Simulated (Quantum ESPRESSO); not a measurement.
CuCl2 under changes of volume

One of the cells (29.413 Å³/atom); the others are scaled copies at fixed shape and fractional positions:

```
Cu Cl
1.0
     4.52065    0.00000    0.00000
     0.00000    4.52065    0.00000
     0.00000    0.00000    4.31771
Cu Cl
1 2
Direct
  0.00000 0.00000 0.00000
  0.00000 0.50000 0.00000
  0.50000 0.00000 0.00000
```

Measurements of this composition are mostly on another form, of space group No. 12.

| Item | Value |
| --- | --- |
| Program | Quantum ESPRESSO 7.5 |
| Functional | r2SCAN |
| Potentials or basis | SG15 PBE 1.2 |
| Cutoff | 1197 eV |
| Density cutoff | 4789 eV |
| k mesh | 3 × 3 × 3 |
| Occupations | fermi-dirac, width 0.05 eV |
| Spin | no spin polarisation |

| volume (Å³/atom) | energy over the lowest point (meV/atom) | pressure (GPa) |
| --- | --- | --- |
| 27.648 | 5.69 | 1.7 |
| 28.236 | 1.20 | 0.7 |
| 28.824 | 0.00 | -0.1 |
| 29.413 | 1.70 | -0.8 |
| 30.001 | ? | ? |
| 30.589 | 12.54 | -2.1 |
| 31.177 | 21.13 | -2.6 |

**Question.** What does the run at 30.001 Å³/atom give?

**Answer.** Energy over the lowest point 5.98 meV/atom; pressure -1.5 GPa.

Worked out: A Birch-Murnaghan fit of order 3 (a polynomial in V^(-2/3)) to the other rows has its minimum at 28.76 Å³/atom with B0 = V·E''(V) = 39 GPa and B' = 4.9 at fixed shape and positions, which overstates the stiffness. It gives 5.98 meV/atom at 30.001 Å³/atom, against the run's 5.98, and -dE/dV = -1.5 GPa, against -1.5.

Energies are extrapolated to zero smearing.

Caveats: all runs use coarse meshes; the potentials were made for another functional, which shifts forces and pressure; this potential file gives levels or pressures that part from those of other sets; an odd number of electrons without spin polarisation forces a metal; a magnetic or distorted state may lie lower; the run has no spin polarisation, though such a crystal can be magnetic.
